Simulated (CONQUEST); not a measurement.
Sn:

```xyz
4
Lattice="4.5726 0.0000 0.0000 0.0000 4.5726 0.0000 0.0000 0.0000 6.4667" Properties=species:S:1:pos:R:3 pbc="T T T"
Sn    0.0000    2.2863    1.6167
Sn    2.2863    0.0000    4.8500
Sn    0.0000    0.0000    3.2333
Sn    2.2863    2.2863    0.0000
```

This isn't the form of Sn at room conditions, which is tetragonal (white tin).

```yaml
Program: CONQUEST 1.3
Task: single point
Functional: PBE
Potentials_or_basis: PseudoDojo NC PBE, DZP, grid cutoff 120 Ha
k_mesh: 6 × 6 × 4
Occupations: fermi-dirac, width 0.05 eV
Spin: no spin polarisation
```

On this cell: pressure 3.7 GPa; largest force zero by symmetry; band gap on the k mesh none (metal or under the smearing width).

The same run follows on a disturbed copy (atoms moved at random, drawn with an rms of 0.05 Å):

```
Sn
1.0
     4.57264    0.00000    0.00000
     0.00000    4.57264    0.00000
     0.00000    0.00000    6.46669
Sn
4
Direct
  0.01776 0.49615 0.25517
  0.51776 0.99615 0.75517
  0.00185 0.99283 0.50184
  0.50185 0.49283 0.00184
```

**Question.** What changes?

**Answer.** The energy (extrapolated to zero smearing) moves by +11.9 meV/atom; pressure 3.8 GPa; largest force 0.601 eV/Å; band gap on the k mesh none (metal or under the smearing width).

Forces in eV/Å, atoms in the order of the input:
```
Sn  -0.573 -0.127 -0.109
Sn  -0.573 -0.127 -0.109
Sn   0.574  0.135  0.113
Sn   0.574  0.135  0.113
```

Caveats: the basis of atomic orbitals isn't converged, which shifts pressures, moduli and gaps; the real-space grid breaks the cell's symmetry a little (some runs).
